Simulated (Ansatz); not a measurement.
Runs of Ansatz 0.2.0 on La. It takes space group P6_3/mmc (No. 194, hexagonal). The conventional cell has a = 3.750 Å, b = 3.750 Å, c = 6.070 Å, α = 90.00°, β = 90.00°, γ = 120.00°. La (site symmetry -6m2) is surrounded by 12 La at 3.73 to 3.75 Å. This isn't the form of La at room conditions, which is double hcp.

```tsv
task	level	potentials or basis	cutoff (eV)	basis error allowed	pressure (GPa)
band structure	PBEsol	all-electron LAPW, scalar-relativistic	120	0.001 eV/atom	-1.4
band structure	PBEsol	all-electron PAW datasets made for the crystal	260	-	-1.4
band structure	PBEsol	all-electron LAPW, inner shells corrected to Dirac's equation	120	0.001 eV/atom	-1.4
band structure	PBEsol	all-electron LAPW, non-relativistic	114	0.001 eV/atom	-4.3
single point	PBE	all-electron LAPW, scalar-relativistic	121	0.001 eV/atom	(a)
```

Alike in all rows: no spin polarisation; cell as given; k mesh 8 × 8 × 5; smearing fermi-dirac 0.05 eV.

**Question.** Fill in the values left out.

**Answer.** (a) 0.7.

Caveats: relativity is left out, which matters for the heavier elements (some runs).

Not every run made on this cell is shown here.
